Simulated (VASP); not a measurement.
# Settings for AlN: band structure

AlN, Fm-3m (no. 225), 2 atoms in the cell. PBE; PAW potentials Al, N (PBE set). VASP 6.6.1.

Wanted: band energies at the path's corners within 0.1 eV; smallest gap over path and mesh within 0.05 eV.

What the run is for: bands; Accuracy asked: screening; Route: KPOINTS_OPT.

Band energies at the path's corners: counted from the valence top.

POSCAR:
```
AlN
1.0
    0.0000000000      2.0345180000      2.0345180000
    2.0345180000      0.0000000000      2.0345180000
    2.0345180000      2.0345180000      0.0000000000
Al N
1 1
Direct
    0.5000000000      0.5000000000      0.5000000000
    0.0000000000      0.0000000000      0.0000000000
```

The series start from Plane-wave cutoff (eV): 460; k-point mesh: 8 × 8 × 8; k points a path segment: 12; Electronic threshold (eV): 1e-6; Precision mode (PREC): Accurate; Bands in all (NBANDS): 16; Aspherical gradient terms in the spheres (LASPH): yes. Each series keeps the choices made before it, and each single choice may use up half of a tolerance.

## Plane-wave cutoff (eV)

| Plane-wave cutoff (eV) | Band energies at the path's corners, largest deviation (eV) | Smallest gap over path and mesh (eV) | Time (s) |
|---|---|---|---|
| 320 | 0.14 | 4.346 | 20 |
| 400 | 0.02 | 4.431 | 22 |
| 460 | 0.00 | 4.420 | 26 |
| 520 | 0.00 | 4.423 | 37 |
| 640 (reference) | 0.00 | 4.423 | 37 |

Chosen: 400, the loosest value from which every tighter one stays within half of the tolerance.

## k-point mesh

| k-point mesh | Band energies at the path's corners, largest deviation (eV) | Smallest gap over path and mesh (eV) | Time (s) |
|---|---|---|---|
| 3 × 3 × 3 | 0.19 | 4.254 | 17 |
| 4 × 4 × 4 | 0.05 | 4.380 | 18 |
| 5 × 5 × 5 | 0.02 | 4.416 | 18 |
| 6 × 6 × 6 | 0.01 | 4.427 | 21 |
| 8 × 8 × 8 | 0.00 | 4.431 | 22 |
| 9 × 9 × 9 | 0.00 | 4.431 | 24 |
| 12 × 12 × 12 (reference) | 0.00 | 4.431 | 36 |

Chosen: 5 × 5 × 5.

## Electronic threshold (eV)

| Electronic threshold (eV) | Band energies at the path's corners, largest deviation (eV) | Smallest gap over path and mesh (eV) | Time (s) |
|---|---|---|---|
| 0.001 | 0.00 | 4.413 | 10 |
| 0.0001 | 0.00 | 4.413 | 9.2 |
| 1e-5 | 0.00 | 4.415 | 9.7 |
| 1e-6 | 0.00 | 4.416 | 10 |
| 1e-7 (reference) | 0.00 | 4.416 | 13 |

Chosen: 0.001.

## Precision mode (PREC)

| Precision mode (PREC) | Band energies at the path's corners, largest deviation (eV) | Smallest gap over path and mesh (eV) | Time (s) |
|---|---|---|---|
| SingleN | 0.00 | 4.412 | 4.5 |
| Normal | 0.00 | 4.413 | 4.2 |
| Accurate (reference) | 0.00 | 4.413 | 10 |

Chosen: SingleN.

## Bands in all (NBANDS)

| Bands in all (NBANDS) | Band energies at the path's corners, largest deviation (eV) | Smallest gap over path and mesh (eV) | Time (s) |
|---|---|---|---|
| 6 | 0.00 | 4.411 | 2.4 |
| 7 | 0.00 | 4.412 | 2.6 |
| 8 | 0.00 | 4.413 | 2.3 |
| 10 | 0.00 | 4.412 | 3.2 |
| 16 | 0.00 | 4.412 | 4.5 |
| 26 (reference) | 0.00 | 4.414 | 6.4 |

Chosen: 6.

## Aspherical gradient terms in the spheres (LASPH)

| Aspherical gradient terms in the spheres (LASPH) | Band energies at the path's corners, largest deviation (eV) | Smallest gap over path and mesh (eV) | Time (s) |
|---|---|---|---|
| yes | 0.00 | 4.411 | 2.4 |
| no | 0.00 | 4.411 | 1.9 |

Chosen: yes; no other choice that stays within half of the tolerance saves 30 % of the time.

Also changed on the way, by series that aren't shown: k points a path segment: 5.

## All choices together

| Input | Band energies at the path's corners, largest deviation (eV) | Smallest gap over path and mesh (eV) | Time (s) |
|---|---|---|---|
| the program's defaults (naive) | 0.02 | 4.424 | 7.0 |
| chosen settings | 0.01 | 4.411 | 2.4 |
| reference settings throughout | 0.00 | 4.424 | 160 |

The tolerance is met.

## The input

INCAR:
```
GGA = PE
ISMEAR = 0
SIGMA = 0.03
LWAVE = False
LCHARG = False
NBANDS = 6
PREC = SingleN
LASPH = True
LREAL = False
ALGO = Normal
EDIFF = 0.001
NELM = 120
GGA_COMPAT = False
ENCUT = 400
EFERMI = MIDGAP
```

KPOINTS:
```
Automatic mesh
0
Gamma
  5 5 5
  0 0 0
```

KPOINTS_OPT:
```
path GXWKGLUWLK,UX
5
line-mode
reciprocal
 0.0000000000  0.0000000000  0.0000000000  G
 0.5000000000  0.0000000000  0.5000000000  X

 0.5000000000  0.0000000000  0.5000000000  X
 0.5000000000  0.2500000000  0.7500000000  W

 0.5000000000  0.2500000000  0.7500000000  W
 0.3750000000  0.3750000000  0.7500000000  K

 0.3750000000  0.3750000000  0.7500000000  K
 0.0000000000  0.0000000000  0.0000000000  G

 0.0000000000  0.0000000000  0.0000000000  G
 0.5000000000  0.5000000000  0.5000000000  L

 0.5000000000  0.5000000000  0.5000000000  L
 0.6250000000  0.2500000000  0.6250000000  U

 0.6250000000  0.2500000000  0.6250000000  U
 0.5000000000  0.2500000000  0.7500000000  W

 0.5000000000  0.2500000000  0.7500000000  W
 0.5000000000  0.5000000000  0.5000000000  L

 0.5000000000  0.5000000000  0.5000000000  L
 0.3750000000  0.3750000000  0.7500000000  K

 0.6250000000  0.2500000000  0.6250000000  U
 0.5000000000  0.0000000000  0.5000000000  X
```

Commands:
```
cat potpaw_PBE.64/Al/POTCAR potpaw_PBE.64/N/POTCAR > POTCAR
mpirun -np 1 vasp_std > vasp.out
```

The naive input happens to agree within the tolerance here, in 7.0 s.

Limits: PBE gaps are mostly well below measured ones.

The chosen input took VASP 6.6.1 2.4 s on 1 core (Intel Xeon Platinum 8488C (Sapphire Rapids)), a shared host.

## An input that fails: fixed density asked without a density file

VASP's message: ERROR: charge density could not be read from file CHGCAR for ICHARG>10.

Changes against the starting input:
```
- NELM = 120
+ NELM = 84
+ ICHARG = 11
```
